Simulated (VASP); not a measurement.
# Al: relaxation of cell and atoms with r2SCAN

Al:

```
CELL_PARAMETERS angstrom
-1.60700 1.60700 1.60700
1.60700 -1.60700 1.60700
1.60700 1.60700 -1.60700
ATOMIC_POSITIONS crystal
Al 0.00000 0.00000 0.00000
```

This isn't the form of Al at room conditions, which is fcc.

```yaml
Program: VASP 6.6.1
Task: relaxation of cell and atoms
Functional: r2SCAN
Potentials_or_basis: VASP PAW PBE potentials, release 64 (Al)
Cutoff: 600 eV
k_mesh: 18 × 18 × 18
Occupations: gaussian, width 0.1 eV
Spin: no spin polarisation
Further_INCAR_settings: ALGO = Normal; EDIFF = 1e-07; IBRION = 2; EDIFFG = -0.005; NSW = 90; ISIF = 3
```

| Quantity | Value |
| --- | --- |
| Relaxed volume | 16.14 Å³/atom |
| Relaxed cell | a = 2.758 Å, b = 2.758 Å, c = 2.758 Å, α = 109.47°, β = 109.47°, γ = 109.47° |
| Space group after relaxing (to 0.05 Å) | Im-3m (No. 229) |
| Energy gained by relaxing | 3.2 meV/atom |
| Ionic steps | 3 |
| Pressure after relaxing | 0.0 GPa |
| Band gap on the k mesh | none (metal or under the smearing width) |

Step by step:
```
step  energy change (eV)  largest force (eV/Å)  pressure (GPa)  volume (Å³)
   1              0.0000                0.0000           -2.13        16.60
   2             -0.0031                0.0000            0.35        16.08
   3             -0.0032                0.0000            0.02        16.14
```

Final structure:
```
CELL_PARAMETERS angstrom
-1.59209 1.59209 1.59209
1.59209 -1.59209 1.59209
1.59209 1.59209 -1.59209
ATOMIC_POSITIONS crystal
Al 0.00000 0.00000 0.00000
```

Levels at points of the mesh, in eV from the Fermi level:
```csv
k point,band 1,band 2,band 3,band 4
"(0.00, 0.00, 0.00)",-12.05,14.14,14.14,14.14
"(0.50, 0.00, 0.00)",-4.83,-4.06,8.70,8.97
"(0.50, 0.50, 0.50)",2.01,2.01,2.01,2.90
```

It took 110 s on 1 thread of Intel(R) Xeon(R) Platinum 8488C (Sapphire Rapids), on a shared host, peak memory 0.16 GiB.

Caveat: the PAW data sets were made with another functional, which shifts forces and pressure a little.
